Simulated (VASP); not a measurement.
Ca:

```
Ca
1.0
    -2.24000    2.24000    2.24000
     2.24000   -2.24000    2.24000
     2.24000    2.24000   -2.24000
Ca
1
Direct
  0.00000 0.00000 0.00000
```

This isn't the form of Ca at room conditions, which is fcc.

| Quantity | Value |
| --- | --- |
| Program | VASP 6.6.1 |
| Task | relaxation of cell and atoms |
| Functional | PBE |
| Potentials or basis | VASP PAW PBE potentials, release 64 (Ca_sv) |
| Cutoff | 600 eV |
| k mesh | 8 × 8 × 8 |
| Occupations | fermi-dirac, width 0.02 eV |
| Spin | no spin polarisation |

At the start: pressure -0.9 GPa; volume 44.96 Å³/atom.

Question: Where does the relaxation end?

Answer: Over 4 steps the energy falls by 8.1 meV/atom and the volume is 42.26 Å³/atom (-6.0 %); space group Im-3m (No. 229, to 0.05 Å).

Step by step:
```tsv
step	energy change (eV)	largest force (eV/Å)	pressure (GPa)	volume (Å³)
1	0.0000	0.0000	-0.94	44.96
2	-0.0069	0.0000	-0.37	43.27
3	-0.0081	0.0000	-0.03	42.33
4	-0.0081	0.0000	0.00	42.26
```

Final structure:
```xyz
1
Lattice="-2.1942 2.1942 2.1942 2.1942 -2.1942 2.1942 2.1942 2.1942 -2.1942" Properties=species:S:1:pos:R:3 pbc="T T T"
Ca    2.1942    2.1942    2.1942
```
